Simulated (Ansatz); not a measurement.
# CuAu3: how the free axis answers a strain

CuAu3, Pm-3m, a = 3.974 Å. The structure is a COD entry; whether it is the stable form wasn't checked. Ansatz: PBEsol, PAW, 420 eV, Γ-centred 14×14×14 mesh on 4 atoms, Gaussian smearing 0.10 eV; no spin polarisation. Series: biaxial strain in the a-b plane, c and atoms relaxed; x is the strain in per cent. y is the change of c in per cent of 3.974 Å.

| x (%) | y (%) |
| --- | --- |
| -6.0 | ? |
| -4.0 | 6.04 |
| -2.0 | 3.04 |
| 0.0 | 0.00 |
| 2.0 | -3.20 |
| 4.0 | -6.38 |
| 6.0 | -9.52 |

Problem. Fit y = c1 x + c2 x² to the other rows, say what c1 measures, and predict the missing y.

Solution. Least squares on the rows shown. y = −1.547 x − 0.007988 x². With no stress along c, c1 = −2C12/C11 = -1.547. At −2 the volume would not change at all; a value this near to it means that the crystal resists a change of volume much more than one of shape. At x = -6.0 the fit asked for gives 8.99 %. The run gave 8.98 %, so the fit is 0.01 % too high, within the rms miss on the fitted rows (0.05 %).

Spin–orbit coupling is left out, which can shift energies with elements as heavy as these.